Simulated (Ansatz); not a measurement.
# Si2W (I4/mmm) under several functionals

**Experimental background.**

From “Giant magnetoresistance, Fermi surface topology, Shoenberg effect and vanishing quantum oscillations in type-II Dirac semimetal candidates MoSi2 and WSi2”, 2022, arxiv:2202.05362, for a powder of Si2W: lattice constant a 3.21395 Å; lattice constant c 7.83128 Å.

Plane-wave DFT in Ansatz with scalar-relativistic PAW potentials. The same structure was relaxed (cell and atoms, symmetry kept) in separate runs at each level. No spin polarisation.

```csv
level,cutoff (eV),k mesh,V (Å³/atom),a (Å),c (Å)
LDA,420,18×18×18,13.143,3.185,7.772
r2SCAN,500,18×18×18,13.414,3.211,7.805
PBE,420,18×18×18,13.670,3.229,7.867
```

**Question.** Where does PBEsol (420 eV, k mesh 18×18×18) fall?

**Answer.** V (Å³/atom) 13.360, a (Å) 3.202, c (Å) 7.816. Its volume is between those of LDA and r2SCAN. The usual order of volumes, LDA < PBEsol < PBE, holds here (13.143, 13.360, 13.670 Å³/atom). As a rule LDA overbinds; PBEsol, built on the gradient expansion of slowly varying densities, lies between LDA and PBE; PBE's stronger gradient term for exchange weakens bonds. r2SCAN lies 1.9 % under PBE in volume.

For PBE: Measured lattice constant a of Si2W: 3.21395 Å (powder; “Giant magnetoresistance, Fermi surface topology, Shoenberg effect and vanishing quantum oscillations in type-II Dirac semimetal candidates MoSi2 and WSi2”, 2022, arxiv:2202.05362). This calculation gives 3.229 Å (+0.5 %). Measured lattice constant c of Si2W: 7.83128 Å (powder; “Giant magnetoresistance, Fermi surface topology, Shoenberg effect and vanishing quantum oscillations in type-II Dirac semimetal candidates MoSi2 and WSi2”, 2022, arxiv:2202.05362). This calculation gives 7.867 Å (+0.5 %). The calculations are for 0 K without zero-point motion, and in metals axial ratios are sensitive to mesh and smearing.

Spin-orbit coupling is left out, which matters for the bands of heavy elements.